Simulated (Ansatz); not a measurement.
# GaSb: the cost of one run

Method: DFT PBE, scalar-relativistic, plane waves, PAW, in Ansatz 0.2.0.

The COD entry's cell or inner coordinates are ideal or old and differ from later refinements, so a difference from it is no clean test against experiment.

1 further run of the same task is left out (set aside as unsound or not needed).

### 1 The structure to begin with

It takes space group F-43m (No. 216, cubic). Conventional cell: a = 6.214 Å, b = 6.214 Å, c = 6.214 Å, α = 90.00°, β = 90.00°, γ = 90.00°. Ga (site symmetry -43m) has 4 Sb at 2.69 Å as nearest neighbours. Sb (site symmetry -43m) has 4 Ga at 2.69 Å as nearest neighbours.

Structure file:

```cif
data_structure
_symmetry_space_group_name_H-M 'P 1'
_symmetry_Int_Tables_number 1
_cell_length_a 4.3938
_cell_length_b 4.3938
_cell_length_c 4.3938
_cell_angle_alpha 60.000
_cell_angle_beta 60.000
_cell_angle_gamma 60.000
_cell_volume 59.98
loop_
_atom_site_label
_atom_site_type_symbol
_atom_site_fract_x
_atom_site_fract_y
_atom_site_fract_z
_atom_site_occupancy
Ga1 Ga 0.00000 0.00000 0.00000 1
Sb1 Sb 0.75000 0.75000 0.75000 1
```

It is the result of an earlier relaxation at this level (volume 29.99 Å³/atom; gap on the mesh: none (metal)).

### 2 The reference: the undisturbed cell on the scan's mesh

Contents of input.yaml:

```yaml
crystal:
  lattice:
    - [0.0, 3.1069206323, 3.1069206323]
    - [3.1069206323, 0.0, 3.1069206323]
    - [3.1069206323, 3.1069206323, 0.0]
  atoms:
    - { symbol: Ga, position: [0.0, 0.0, 0.0] }
    - { symbol: Sb, position: [0.75, 0.75, 0.75] }
basis:
  ecutwfc: 420
kpoints:
  mp_grid: { grid: [10, 10, 10] }
hamiltonian:
  xc: pbe
scf:
  occupations: { method: gaussian, width: 0.15 }
output:
  forces: true
  stress: true
  eigenvalues: true
```

Run with:

```sh
> ansatz run input.yaml --threads 1 --pin off --max-ram 2560MiB --backend cpu --events-out ev --progress --plain --runs-dir out
```

**Question.** How long does this run take on 1 thread of Arm Neoverse V1, shared host, and how much memory does it need?

About 5.6 s, with a peak of 0.35 GiB.
